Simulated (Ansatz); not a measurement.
**Ansatz (a first-principles code) run on a (111) slab of Li2O (cut from a parent of space group no. 225; 12 atoms in the cell): self-consistent single point**

Method of the run: LDA (PW92), default PAW files made with PBE (plane waves; Ansatz).

This input was run:

Ansatz 0.2 input:
```yaml
# Li2O
crystal:
  lattice:
    - [3.250499, 0.000000, 0.000000]
    - [1.625250, 2.815015, 0.000000]
    - [0.000000, 0.000000, 23.289004]
  atoms:
    - { symbol: Li, position: [0.333333, 0.333333, 0.300571] }
    - { symbol: Li, position: [0.000000, 0.000000, 0.357551] }
    - { symbol: Li, position: [0.666667, 0.666667, 0.414530] }
    - { symbol: Li, position: [0.333333, 0.333333, 0.471510] }
    - { symbol: Li, position: [1.000000, 0.000000, 0.528490] }
    - { symbol: Li, position: [0.666667, 0.666667, 0.585470] }
    - { symbol: Li, position: [0.333333, 0.333333, 0.642449] }
    - { symbol: Li, position: [0.000000, 0.000000, 0.699429] }
    - { symbol: O, position: [0.666667, 0.666667, 0.329061] }
    - { symbol: O, position: [1.000000, 0.000000, 0.443020] }
    - { symbol: O, position: [0.333333, 0.333333, 0.556980] }
    - { symbol: O, position: [0.666667, 0.666667, 0.670939] }
basis:
  ecutwfc: 420.0 eV
kpoints:
  mp_grid: { grid: [8, 8, 1] }
hamiltonian:
  xc: lda
  pseudopotentials: { kind: paw }
scf:
  occupations: { method: fermi_dirac, width: 0.02 eV }
output:
  forces: true
  eigenvalues: true
  stress: true
```

Output, abridged:

```
WARN the atoms were moved onto the symmetric positions of the space group found under crystal.symmetry.tolerance 1.0e-5 (fractional …
WARN ansatz: RAYON_NUM_THREADS=1 ignored (pool sized by the plan → 1); use --threads N
Pseudopotentials: kind: paw
Pseudopotential: Li, paw, valence charge 3
Pseudopotential: O, paw, valence charge 6
Crystal: 12 atoms, lattice volume = 213.099 Å³
Basis set: ecut = 420 eV, 4241 PW (Γ)
Bands: 36, of which v1, the nominal top of the filled ones, is band 24 counted from 1 (23 counted from 0)
Symmetry: 12 space group operations
Space group: P-3m1 (ITA 164), of the structure as read, at distance tolerance 6.0e-5 Å
k-points: 10 of 64
PAW frozen core: O, regenerated for the run's functional, and the local potential with it
Initial density: superposition of atomic densities (neutral atoms: chi_scale 0, normalization atom), corrected by the library's trained network
Initial wavefunctions: pseudopotential atomic-orbital guess
Eigensolver: davidson
Functional: x = slater, c = lda
SCF iter   1: F=—  HF=-3846.769416 eV  |F-HF|=—  |Δ(HF+E_count)|=         —  Δρ=1.01e-2  dr2=1.86e-1  ethr=1.77e-3  ⟨swp⟩=7.2  Hψ=1734  notcnv=0  defer=9
all-band conjugate gradients solve this SCF's bands
preconditioner: auto → none
SCF iter   2: F=—  HF=-3846.707819 eV  |F-HF|=—  |Δ(HF+E_count)|=   6.16e-2  Δρ=7.06e-3  dr2=7.19e-2  ethr=3.88e-4  ⟨swp⟩=2.1  Hψ=679  notcnv=0  defer=42
SCF iter   3: F=—  HF=-3846.685899 eV  |F-HF|=—  |Δ(HF+E_count)|=   2.19e-2  Δρ=2.02e-3  dr2=7.78e-3  ethr=1.50e-4  ⟨swp⟩=2.1  Hψ=555  notcnv=0  defer=42
SCF iter   4: F=—  HF=-3846.682357 eV  |F-HF|=—  |Δ(HF+E_count)|=   3.54e-3  Δρ=6.23e-4  dr2=1.19e-3  ethr=1.62e-5  ⟨swp⟩=3.1  Hψ=637  notcnv=0  defer=42
SCF iter   5: F=—  HF=-3846.681911 eV  |F-HF|=—  |Δ(HF+E_count)|=   4.46e-4  Δρ=1.09e-4  dr2=2.73e-5  ethr=2.48e-6  ⟨swp⟩=3.0  Hψ=617  notcnv=0  defer=42
SCF iter   6: F=—  HF=-3846.681868 eV  |F-HF|=—  |Δ(HF+E_count)|=   4.32e-5  Δρ=6.40e-5  dr2=7.93e-6  ethr=5.69e-8  ⟨swp⟩=2.0  Hψ=479  notcnv=0  defer=42
SCF iter   7: F=—  HF=-3846.681871 eV  |F-HF|=—  |Δ(HF+E_count)|=   3.45e-6  Δρ=1.56e-5  dr2=4.79e-7  ethr=1.65e-8  ⟨swp⟩=2.1  Hψ=483  notcnv=0  defer=42
SCF iter   8: F=-3846.681872 eV  HF=-3846.681872 eV  |F-HF|=2.00e-8  |Δ(HF+E_count)|=   1.50e-7  Δρ=4.04e-6  dr2=1.71e-8  ethr=2.08e-10  ⟨swp⟩=14.0  Hψ=1885  notcnv=0
SCF 1 converged in 8 iterations: F = -3846.681872 eV  dr2 = 1.71e-8
SCF converged after 8 iterations
Free energy (F): -3846.681872 eV
Harris-Foulkes:  -3846.681872 eV  (|F-HF|=2.00e-8)
Internal energy: -3846.681872 eV  (E = F + TS)
E sigma→0 (E₀):  -3846.681872 eV
Fermi energy:    0.488073 eV
--- Per-component energies (eV) ---
  E_band       = -861.408279
  E_kinetic    = 881.899339
  E_local      = -29107.872230  (includes V_loc(G=0)·N_el)
  E_nonlocal   = -63.191262
  E_hartree    = 14079.478743
  E_xc         = -381.462979
  E_vxc        = -492.251675  (∫ρ·V_xc dr)
  E_paw        = -736.835025  (= ΣΔE_a)
  E_vpaw       = -238.958052  (= ΣTr[D̂ρ^β])
  E_aug_tail   = 0.010526  (compensation charges beyond the density's cutoff)
  E_ewald      = 11480.903331
  E_core_change = 0.387686  (= ΣΔE_core)
  E_smearing   = -0.000000  (= −TS)
  E_closure    = -0.000000  (closes the sum)
  Σ components = -3846.681872   (vs F -3846.681872, Δ=0.00e0)
--- Forces (eV/Å), atoms counted from 1 ---
  atom   1  Li     0.00000000    -0.00000000     0.34640235
  atom   2  Li    -0.00000000     0.00000000     0.01473644
  atom   3  Li    -0.00000000    -0.00000000     0.02015172
  atom   4  Li     0.00000000     0.00000000    -0.00242427
  atom   5  Li    -0.00000000    -0.00000000     0.00242427
  atom   6  Li    -0.00000000     0.00000000    -0.02015172
  atom   7  Li     0.00000000    -0.00000000    -0.01473644
  atom   8  Li    -0.00000000     0.00000000    -0.34640235
  atom   9  O      0.00000000    -0.00000000    -0.06347479
  atom  10  O      0.00000000     0.00000000     0.00381404
  atom  11  O      0.00000000    -0.00000000    -0.00381404
  atom  12  O     -0.00000000     0.00000000     0.06347479
  max |Σ_I F_I| component: 6.94e-17 eV/Å
--- Stress (GPa, compression-positive) ---
       -4.044684       0.000000       0.000000
        0.000000      -4.044684      -0.000000
        0.000000      -0.000000      -2.179914
  P = ⅓ Tr σ = -3.4231 GPa (-34.231 kbar)
  The stress holds the Pulay correction. Without it, at fixed plane waves, as pw.x and ABINIT print it: P = -3.7436 GPa
--- Band table (eV; the first three rows and the last of 10) ---
  k-point 0: bands = ["-43.3319", "-43.3319", "-42.7358", "-42.6694", "-42.5822", "-42.4975", "-42.4297", "-42.3882", "-16.0313", "-15.9415", "-15.8293", "-15.8107", "-3.5109", "-2.8384", "-2.0150", "-1.3452", "-1.3452", "-1.2800", "-1.1986", [...]
  k-point 1: bands = ["-43.3289", "-43.3289", "-42.7222", "-42.6603", "-42.5789", "-42.4998", "-42.4367", "-42.3982", "-16.0075", "-15.9224", "-15.8119", "-15.7963", "-3.4152", "-2.7780", "-2.0405", "-1.6109", "-1.5343", "-1.5144", "-1.3856", [...]
  k-point 2: bands = ["-43.3215", "-43.3215", "-42.6851", "-42.6353", "-42.5700", "-42.5065", "-42.4564", "-42.4263", "-15.9464", "-15.8763", "-15.7688", "-15.7604", "-3.1922", "-2.8012", "-2.4334", "-2.1310", "-2.0390", "-1.8952", "-1.8645", [...]
  k-point 9: bands = ["-43.3090", "-43.3090", "-42.5690", "-42.5602", "-42.5475", "-42.5331", "-42.5224", "-42.5192", "-15.8185", "-15.8086", "-15.6887", "-15.6887", "-3.3849", "-3.2029", "-3.0650", "-2.6570", "-2.6279", "-2.3102", "-2.2253", [...]
```

The run converged in 8 iterations.

The starting cell has typed, rounded lattice constants, without a prior relaxation at this level. The slab is cut from that crystal, and its faces are unrelaxed. Its lattice was rescaled by up to half a per cent. Spin polarisation is off, though cut faces can carry moments; a gap of a slab can lie between surface states.
